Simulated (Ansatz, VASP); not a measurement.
Given: the input of a run of Ansatz 0.2.0 on InP.

Contents of input.yaml:

```yaml
crystal:
  lattice:
    - [0.0, 2.9305, 2.9305]
    - [2.9305, 0.0, 2.9305]
    - [2.9305, 2.9305, 0.0]
  atoms:
    - { symbol: In, position: [0.0, 0.0, 0.0] }
    - { symbol: P, position: [0.75, 0.75, 0.75] }
hamiltonian:
  xc: pbe
  pseudopotentials: { kind: paw }
kpoints:
  mp_grid: { grid: [8, 8, 8] }
scf:
  occupations: { method: gaussian, width: 0.012 }
output:
  forces: true
  stress: true
  eigenvalues: true
```

Potentials or basis: Ansatz PAW.

Run with:

```console
$ ansatz run input.yaml --threads 2 --pin off --max-ram 5632MiB --backend cpu --events-out ev --progress --plain --runs-dir out
```

Problem. Set up the same calculation for VASP 6.6.1. Potentials there: VASP PAW PBE potentials, release 64 (In_d, P).

Solution. As run (the cutoff follows the program's own potentials):

Contents of INCAR:

```
  PREC = Accurate
  ENCUT = 520
  EDIFF = 1E-7
  ISMEAR = 0
  SIGMA = 0.012
  LREAL = False
  LASPH = True
  NELM = 80
  ALGO = Normal
  ISIF = 2
  LWAVE = False
  LCHARG = False
  GGA = PE
  NBANDS = 16
```

The input KPOINTS:

```
regular mesh
0
Gamma
  8 8 8
```

Contents of POSCAR:

```
InP
1.0
    0.0000000000      2.9305000000      2.9305000000
    2.9305000000      0.0000000000      2.9305000000
    2.9305000000      2.9305000000      0.0000000000
In P
1 1
Direct
    0.0000000000      0.0000000000      0.0000000000
    0.7500000000      0.7500000000      0.7500000000
```

Potentials or basis: VASP PAW PBE potentials, release 64 (In_d, P).

Command:

```console
$ cat potpaw_PBE.64/In_d/POTCAR potpaw_PBE.64/P/POTCAR > POTCAR
$ mpirun -np 1 vasp_std > vasp.out
```

Both were run:

|  | VASP | Ansatz | Ansatz less VASP |
| --- | --- | --- | --- |
| gap on the k mesh at the Fermi level (eV) | 0.71 | 0.72 | +0.003 |
| least direct gap on the mesh (eV) | 0.71 | 0.72 | +0.003 |
| pressure (GPa) | 3.3 | 3.3 | +0.05 |

With one functional, cell and mesh, what is left measures potentials, basis and numerics.

Caveats: spin-orbit coupling is left out, which moves the levels of the heavy elements.
